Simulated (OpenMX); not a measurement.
The system is SrO.

```
Sr O
1.0
     0.00000    2.56630    2.56630
     2.56630    0.00000    2.56630
     2.56630    2.56630    0.00000
Sr O
1 1
Direct
  0.50000 0.50000 0.50000
  0.00000 0.00000 0.00000
```

Base run:

```yaml
Program: OpenMX 3.8.5
Functional: PBE
Potentials_or_basis: OpenMX 2013 PBE set, Sr10.0-s2p2d1, O6.0-s2p2, grid cutoff 400 Ry
k_mesh: 9 × 9 × 9
Occupations: fermi-dirac, width 0.05 eV
Spin: no spin polarisation
```

Its results: band gap on the k mesh 2.99 eV, indirect (least direct gap 3.23 eV); pressure 3.4 GPa.

Q: The run is repeated on the same cell with these changes: potentials or basis from OpenMX 2013 PBE set, Sr10.0-s2p2d1, O6.0-s2p2, grid cutoff 400 Ry to OpenMX 2013 PBE set, Sr10.0-s3p2d2, O6.0-s2p2d1, grid cutoff 400 Ry. What comes out?

A: Band gap on the k mesh 2.92 eV, indirect (least direct gap 3.15 eV); pressure 3.0 GPa.

Caveats: the basis of atomic orbitals isn't converged, which shifts pressures, moduli and gaps.

A k mesh can miss the band edges.
